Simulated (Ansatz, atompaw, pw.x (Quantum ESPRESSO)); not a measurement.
Equation-of-state test of one PAW (atompaw) potential (lanthanum (La))

```json
{
 "Element": "lanthanum (La)",
 "Generator": "atompaw 4.2.0.5",
 "Type": "PAW",
 "Functional": "PBE",
 "Relativity": "scalar-relativistic",
 "Frozen core": "[Kr]",
 "Valence charge": "21",
 "Reference configuration": "4d10 4f0 5s2 5p6 5d1 6s1.75 6p0.25",
 "Partial waves": "5s (bound): rc 2.90 bohr; 6s (bound): rc 2.25 bohr; 5p (bound): rc 3.00 bohr; 6p (bound): rc 3.00 bohr; 4d (bound): rc 1.40 bohr; 5d (bound): rc 1.45 bohr; 4f (bound, empty): rc 1.85 bohr; 4f channel at 0.15 Ry: rc 1.85 bohr",
 "Local potential": "bessel scheme, radius 2.90 bohr",
 "Core correction": "smooth core density matched at 1.38 bohr",
 "Augmentation charge": "besselshape compensation charge, radius 2.35 bohr; PAW radius 3.00 bohr; waves and projectors: custom rrkj vanderbiltortho"
}
```

Atomic tests: cutoffs needed: 80 Ry and 140 Ry (the cutoffs (Ry, on a coarse ladder) from which the occupation-weighted sum of valence levels, in a spherical-Bessel basis at the reference potential, stays within 10 and 1 mRy of its value at 400 Ry); ghost test: no extra level below or beside the all-electron valence levels (s, p, d, f tested) (spherical-Bessel basis up to 400 Ry, 20 bohr box); lowest eigenvalue of the overlap operator: 0.09 (p channel).

Crystal test: fcc La in pw.x 7.5, no spin, 11³ k-points, Fermi–Dirac smearing 0.01 Ry, cutoffs 170/900 Ry. The reference is all-electron LAPW (Ansatz 0.2.0) with the same functional, mesh and smearing; V0 and B0 come from Birch–Murnaghan fits to the pressures at five volumes. Errors are pseudo minus all-electron; Δ is the rms difference of the E(V) curves that follow from these fits, minima aligned, over ±6 % about the mean V0. Mesh and smearing are coarse, so the numbers serve the comparison and aren't converged zero-temperature values; the lattice is a test structure that the element need not adopt.

```
V (Å³/atom)  P all-electron (GPa)  P pseudo (GPa)
     35.141                  1.54            2.01
     36.065                  0.81            1.22
     36.990                  0.14            0.51
     37.915                 -0.46           -0.13
     38.840                 -1.01           -0.72
```

All-electron: a0 = 5.299 Å (V0 = 37.20 Å³/atom), B0 = 25.0 GPa.

Pseudopotential: mean pressure error (GPa): +0.38; a0 (Å): 5.324; a0 error (%): +0.46; B0 error (%): +2.2; Δ (meV/atom): 2.9. This is a poor potential for the solid.

At the middle volume, how do free energy and pressure move when the wave cutoff is lowered (ecutrho held at 900 Ry)?

```
cutoff (Ry)  shift of F (meV/atom)  shift of P (GPa)
         76                 +159.0             -2.81
        102                  +21.8             +0.04
        136                   +3.3             -0.12
```

Input at the middle volume:

```
&control
  calculation='scf', prefix='x', pseudo_dir='./', outdir='./tmp', tstress=.true., disk_io='low'
/
&system
  ibrav=0, nat=1, ntyp=1, ecutwfc=170, ecutrho=900, nbnd=19,
  occupations='smearing', smearing='fd', degauss=0.01
/
&electrons
  conv_thr=1e-09, mixing_beta=0.4, electron_maxstep=70
/
ATOMIC_SPECIES
La 1.0 La.UPF
CELL_PARAMETERS angstrom
  0.00000000 2.64454795 2.64454795
  2.64454795 0.00000000 2.64454795
  2.64454795 2.64454795 0.00000000
ATOMIC_POSITIONS crystal
La 0.0000 0.0000 0.0000
K_POINTS automatic
11 11 11 0 0 0
```

```bash
pw.x < La.scf.in > La.scf.out
```

Lines of the output:

```
Message from routine setup:
     using ibrav=0 with symmetry is DISCOURAGED, use correct ibrav instead
     lattice parameter (alat)  =       7.0675  a.u.
     unit-cell volume          =     249.6209 (a.u.)^3
     number of electrons       =        21.00
     number of Kohn-Sham states=           19
     kinetic-energy cutoff     =     170.0000  Ry
     charge density cutoff     =     900.0000  Ry
     scf convergence threshold =      1.0E-09
     Exchange-correlation= SLA PW PBX PBC
     number of k points=    56  Fermi-Dirac smearing, width (Ry)=  0.0100
     iteration #  1     ecut=   170.00 Ry     beta= 0.40
     total energy              =    -735.38666962 Ry
     estimated scf accuracy    <       0.00374819 Ry
     iteration #  2     ecut=   170.00 Ry     beta= 0.40
     total energy              =    -735.38650546 Ry
     estimated scf accuracy    <       0.00081988 Ry
     iteration #  3     ecut=   170.00 Ry     beta= 0.40
     total energy              =    -735.38665670 Ry
     estimated scf accuracy    <       0.00000967 Ry
     iteration #  4     ecut=   170.00 Ry     beta= 0.40
     total energy              =    -735.38669598 Ry
     estimated scf accuracy    <       0.00002201 Ry
     iteration #  5     ecut=   170.00 Ry     beta= 0.40
     total energy              =    -735.38667433 Ry
     estimated scf accuracy    <       0.00022741 Ry
     iteration #  6     ecut=   170.00 Ry     beta= 0.40
     total energy              =    -735.38673588 Ry
     estimated scf accuracy    <       0.00001934 Ry
     iteration #  7     ecut=   170.00 Ry     beta= 0.40
     total energy              =    -735.38674044 Ry
     estimated scf accuracy    <       0.00000822 Ry
     iteration #  8     ecut=   170.00 Ry     beta= 0.40
     total energy              =    -735.38674126 Ry
     estimated scf accuracy    <       0.00000003 Ry
     iteration #  9     ecut=   170.00 Ry     beta= 0.40
     total energy              =    -735.38674130 Ry
     estimated scf accuracy    <          2.8E-09 Ry
     iteration # 10     ecut=   170.00 Ry     beta= 0.40
     total energy              =    -735.38674130 Ry
     estimated scf accuracy    <       0.00000002 Ry
     iteration # 11     ecut=   170.00 Ry     beta= 0.40
     the Fermi energy is    13.5250 ev
!    total energy              =    -735.38674130 Ry
     estimated scf accuracy    <          3.0E-10 Ry
     smearing contrib. (-TS)   =      -0.00779581 Ry
     The total energy is F=E-TS. E is the sum of the following terms:
     one-electron contribution =    -243.16379452 Ry
     hartree contribution      =      88.92747589 Ry
     xc contribution           =     -30.54473112 Ry
     ewald contribution        =    -202.29472402 Ry
     one-center paw contrib.   =    -348.30317171 Ry
     convergence has been achieved in  11 iterations
          total   stress  (Ry/bohr**3)                   (kbar)     P=        5.10
```

The run at the middle volume (56 k-points, 11 iterations) took about 2.5 min on one core of a shared host (AMD EPYC 9R45 96-Core Processor, 96 threads, 376 GiB, load 52).
